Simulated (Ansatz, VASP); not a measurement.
One calculation of CuAu, two programs

```xyz
2
Lattice="1.4620 0.8441 4.3122 -1.4620 0.8441 4.3122 0.0000 -1.6882 4.3122" Properties=species:S:1:pos:R:3 pbc="T T T"
Au    0.0000    0.0000    0.0000
Cu    0.0000    0.0000    6.4683
```

The cell comes from a database or a generator and needn't be the stable form of this composition.

Alike in both runs: task single point; functional PBEsol; k mesh 11 × 11 × 11; occupations fermi-dirac, width 0.05 eV; no spin polarisation.

```csv
,VASP,Ansatz
version,VASP 6.6.1,Ansatz 0.2.0
potentials or method,"VASP PAW PBE potentials, release 64 (Au, Cu)",Ansatz PAW
plane-wave cutoff (eV),520,420
valence electrons in the cell,22,38
```

Ansatz gave:

```
gap on the k mesh at the Fermi level (eV)       : none
pressure (GPa)                                  : -12.3
largest component of the traceless stress (GPa) : 0.48
```

Which values does VASP return?

gap on the k mesh at the Fermi level (eV): none; pressure (GPa): -12.5; largest component of the traceless stress (GPa): 0.58.

A gap of «none» marks a metal or a gap that the smearing closes. With one functional, cell and mesh, what is left measures potentials, basis and numerics. The two sets of potentials don't hold the same shells in valence.

Caveats: the PAW data sets were made with another functional, which shifts forces and pressure a little (VASP); the PAW data sets come from PBE, with cores solved anew for the run's functional, which leaves a small shift of forces and pressure (Ansatz). Spin-orbit coupling is left out, which matters for the levels of Au.
